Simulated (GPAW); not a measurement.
## Ni3 Cu5 Ni3 001: parallel and opposed starts

Does Ni3 Cu5 Ni3 001 prefer parallel or opposed moments, or none?

Calculated with GPAW 26.7.0; PBE; plane waves with GPAW's PAW setups, scalar-relativistic.

### Step 1. Starting point

The cell holds 11 atoms: 6 Ni and 5 Cu. Its edges and angles: a = 2.556 Å, b = 2.556 Å, c = 29.370 Å, α = 90.0°, β = 90.0°, γ = 90.0°. ideal sites on the substrate's mesh, layer spacings from atomic volumes, unrelaxed, 12 A of vacuum. Vacuum lies along c.

### Step 2. Order 1, typed as ferro ++++++

The parallel start comes first: it fits the smallest cell, keeps the most symmetry and shows whether parallel moments form.

order1.py

```python
import json
import numpy as np
from ase import Atoms
from ase.parallel import paropen, parprint
from gpaw import GPAW

atoms = Atoms(['Ni', 'Ni', 'Ni', 'Cu', 'Cu', 'Cu', 'Cu', 'Cu', 'Ni', 'Ni', 'Ni'],
    cell=[[2.556191, 0.0, 0.0],
         [0.0, 2.556191, 0.0],
         [0.0, 0.0, 29.370377]],
    scaled_positions=[[0.0, 0.0, 0.204287],
         [0.5, 0.5, 0.261085],
         [0.0, 0.0, 0.317883],
         [0.5, 0.5, 0.377025],
         [0.0, 0.0, 0.438513],
         [0.5, 0.5, 0.5],
         [0.0, 0.0, 0.561487],
         [0.5, 0.5, 0.622975],
         [0.0, 0.0, 0.682117],
         [0.5, 0.5, 0.738915],
         [0.0, 0.0, 0.795713]],
    pbc=True,
    magmoms=[0.8, 0.8, 0.8, 0.0, 0.0, 0.0, 0.0, 0.0, 0.8, 0.8, 0.8])
atoms.calc = GPAW(mode={'name': 'pw', 'ecut': 450},
    xc='PBE',
    kpts={'size': (20, 20, 1), 'gamma': True},
    occupations={'name': 'fermi-dirac', 'width': 0.05},
    convergence={'density': 1e-05, 'energy': 1e-05},
    maxiter=200,
    mixer={'name': 'pulay', 'beta': 0.03, 'nmaxold': 8, 'weight': 100},
    symmetry={'tolerance': 1e-4},
    txt='order1.txt')
e = atoms.get_potential_energy(force_consistent=True)
res = {'free_energy': e, 'energy_sigma0': atoms.get_potential_energy(), 'fermi_energy': atoms.calc.get_fermi_level()}
res['moments'] = atoms.get_magnetic_moments().tolist()
res['total'] = atoms.get_magnetic_moment()
parprint('site moments (muB):', np.round(res['moments'], 3))
parprint(f"total moment: {res['total']:.3f} muB")
parprint(f'free energy: {e:.6f} eV')
atoms.calc.write('order1.gpw')
with paropen('results.json', 'w') as f:
    json.dump(res, f)
```

Launch:

```
> OMP_NUM_THREADS=1 mpirun -n 8 gpaw python order1.py > order1.log
```

The next run changes these lines of the input before it:

```diff
@@ -22,3 +22,3 @@
     pbc=True,
-    magmoms=[0.8, 0.8, 0.8, 0.0, 0.0, 0.0, 0.0, 0.0, 0.8, 0.8, 0.8])
+    magmoms=[0.8, 0.8, 0.8, 0.0, 0.0, 0.0, 0.0, 0.0, -0.8, -0.8, -0.8])
 atoms.calc = GPAW(mode={'name': 'pw', 'ecut': 450},
@@ -31,3 +31,3 @@
     symmetry={'tolerance': 1e-4},
-    txt='order1.txt')
+    txt='order2.txt')
 e = atoms.get_potential_energy(force_consistent=True)
@@ -39,3 +39,3 @@
 parprint(f'free energy: {e:.6f} eV')
-atoms.calc.write('order1.gpw')
+atoms.calc.write('order2.gpw')
 with paropen('results.json', 'w') as f:
```

Q: Predict the largest site moment.

Opposed moments of equal size cancel, so the cell has no net moment. Symmetry leaves 6 kinds of site among the 11 atoms, and equivalent atoms carry values of equal size. The lowest state found is antiferromagnetic, reached from the start antiferro +++---, with moments up to 0.787 μB.

- lowest state found: antiferromagnetic (started as antiferro +++---)
- largest site moment: 0.787 μB
- next state: ferromagnetic, 0.136 meV a seeded atom higher

The two lowest states lie so close that the mesh, the functional or spin–orbit coupling could swap them. Only 2 starts are shown; other collinear patterns, canted and longer-period orders are not.

[Logs and program files are shortened in this print: banners, set-up blocks, solver, clock and traceback lines can be left out without a mark of their own.]

[Logs are printed without paths, hosts, clocks, repeated set-up lines and the standing remarks that a program may print on its own settings, such as how far it seeks lower states.]

[Hosts, paths, dates, database ids (printed as entryN), source tags and the programs' standing remarks are cut or masked in the printed files.]

[Where a cell is said to come from a database of computed structures, the database is the Materials Project.]
